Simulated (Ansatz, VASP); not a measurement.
# C: VASP beside Ansatz

File INCAR:

```
ALGO     = Normal         # electronic algorithm
EDIFF    = 1E-6           # SCF threshold, eV
ENCUT    = 520            # plane-wave cutoff, eV
GGA      = PE             # functional
ISIF     = 2              # what is computed and relaxed
ISMEAR   = 0              # smearing method
IVDW     = 12             # dispersion correction
LASPH    = T              # aspherical terms in the spheres
LCHARG   = F              # write CHGCAR
LREAL    = F              # projectors in reciprocal space
LWAVE    = F              # write WAVECAR
NBANDS   = 16             # bands
NELM     = 80             # most SCF steps
PREC     = Accurate       # precision mode
SIGMA    = 0.1            # smearing width, eV
```

The input KPOINTS:

```
k-points
0
Gamma
  15 15 5
```

The input POSCAR:

```
C
1.0
    2.4649634462      0.0000000000      0.0000000000
   -1.2324817231      2.1347209638      0.0000000000
    0.0000000000      0.0000000000      6.7405386541
C
4
Direct
    0.0000000000      0.0000000000      0.0025000114
    0.0000000000      0.0000000000      0.5025000114
    0.3333333333      0.6666666667      0.0024999886
    0.6666666667      0.3333333333      0.5024999886
```

Input for Ansatz:

```yaml
crystal:
  lattice:
    - [2.4649634462, 0.0, 0.0]
    - [-1.2324817231, 2.1347209638, 0.0]
    - [0.0, 0.0, 6.7405386541]
  atoms:
    - { symbol: C, position: [0.0, 0.0, 0.0025000114] }
    - { symbol: C, position: [0.0, 0.0, 0.5025000114] }
    - { symbol: C, position: [0.3333333333, 0.6666666667, 0.0024999886] }
    - { symbol: C, position: [0.6666666667, 0.3333333333, 0.5024999886] }
basis:
  ecutwfc: 420
kpoints:
  mp_grid: { grid: [15, 15, 5] }
hamiltonian:
  xc: pbe
  dispersion: d3bj
scf:
  occupations: { method: gaussian, width: 0.1 }
output:
  forces: true
  stress: true
  eigenvalues: true
```

Alike in both runs: task single point; functional PBE; dispersion D3(BJ); k mesh 15 × 15 × 5; occupations gaussian, width 0.1 eV; no spin polarisation.

|  | VASP | Ansatz |
| --- | --- | --- |
| version | VASP 6.6.1 | Ansatz 0.2.0 |
| potentials or method | VASP PAW PBE potentials, release 64 (C) | scalar-relativistic, plane waves, PAW |
| plane-wave cutoff (eV) | 520 | 420 |
| valence electrons in the cell | 16 | 16 |

VASP gave:

| Quantity | Value |
| --- | --- |
| gap on the k mesh at the Fermi level (eV) | none |
| pressure (GPa) | 0.4 |
| largest component of the traceless stress (GPa) | 0.58 |

Problem. Which values does Ansatz return?

Solution. gap on the k mesh at the Fermi level (eV): none; pressure (GPa): 0.0; largest component of the traceless stress (GPa): 0.05.

A gap of «none» marks a metal or a gap that the smearing closes.
